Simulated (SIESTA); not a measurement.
**Y in SIESTA: the effect of strain zz**

Crystal: Y.

```
Y
1.0
     3.64254    0.00000    0.00000
    -1.82127    3.15454    0.00000
     0.00000    0.00000   11.37037
Y
4
Direct
  0.66667 0.33333 0.75000
  0.00000 0.00000 0.50000
  0.33333 0.66667 0.25000
  0.00000 0.00000 0.00000
```

The cell isn't the ideal one: cell strained along z.

Alike in all runs:

| Property | Result |
| --- | --- |
| Program | SIESTA 5.4.2 |
| Task | band structure |
| Functional | PBEsol |
| Potentials or basis | PseudoDojo 0.4 standard (PBEsol files) |
| Basis | DZP (energy shift 0.003 Ry; two zetas on semicore shells) |
| Grid cutoff | 800 Ry |
| Energy shift | 0.003 Ry |
| k mesh | 8 × 8 × 3 |
| Occupations | fermi-dirac, width 0.05 eV |
| Spin | no spin polarisation |

```tsv
strain zz	pressure (GPa)
-0.04	?
-0.02	-2.7
0	-3.4
0.04	-4.5
```

Question: What does the run with strain zz -0.04 give?

Answer: Pressure -2.0 GPa.

Worked out: A straight line through the other rows of the pressure, of slope -29.6 GPa per unit of strain zz, extrapolates to -2.2 GPa, against the run's -2.0.

Caveats: the basis of atomic orbitals isn't converged, which shifts pressures, moduli and gaps.
